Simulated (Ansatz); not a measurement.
Energy against total moment in Co

The cell (1 atom) is Co as an experimental structure (space group Fm-3m). The computed pressure is over 10 GPa in size, so the cell is far from the computed equilibrium volume. Source: COD entry 9011624; the sample's temperature and pressure aren't taken into account, and it need not be the stable phase.

```
CELL_PARAMETERS angstrom
0.00000 1.81400 1.81400
1.81400 0.00000 1.81400
1.81400 1.81400 0.00000
ATOMIC_POSITIONS crystal
Co 0.00000 0.00000 0.00000
```

Site labels below count the atoms in this order, from 1.

Method: DFT, PBE, PAW, plane waves, scalar-relativistic (Ansatz development build ahead of 0.2.0).

```json
{
  "Plane-wave cutoff": "420 eV",
  "k-point mesh": "11×11×11 (Γ-centred)",
  "Occupations": "Fermi–Dirac smearing, 0.1 eV"
}
```

Moments by site are taken inside atomic spheres; the rest lies between them.

For a metal this mesh leaves errors of several meV/atom.

Each run fixes N↑ − N↓ and starts with that moment spread in parallel over the Co atoms; no search for lower states follows. F is the free energy per cell, and F(lowest) that of the lowest run, the runs with a free moment included. Each row is one local solution, which need not be the lowest state at that M. The run at M = 0 starts without moments and gives the spin-unpolarised solution. The cell holds one magnetic atom, so only parallel order fits; orders in a larger cell may lie lower.

The run at M = 1.70 μB took 0.8 s on 2 threads of Arm Neoverse V2 (shared host), peak memory 0.25 GiB.

```csv
fixed M (μB/cell),F − F(lowest) (meV/cell),moments of Co1 (μB)
0.00,259,0.00
0.42,237,0.45
0.85,?,?
1.27,82,1.34
1.70,0,1.78
2.12,?,?
2.55,590,2.47
2.97,1470,2.79
3.40,2810,3.11
```

(1) Fill in the row for M = 0.85 μB.

(2) Fill in the row for M = 2.12 μB.

Results:

(1) 175 meV; moments Co1 0.90 μB.

(2) 126 meV; moments Co1 2.14 μB.

With the constraint released: “usual moment scaled by 0.1, free total moment [Co1 0.30 μB]” ends at 1.70 μB, 0 meV; “usual moment, free total moment [Co1 3.00 μB]” ends at 1.70 μB, 0 meV.
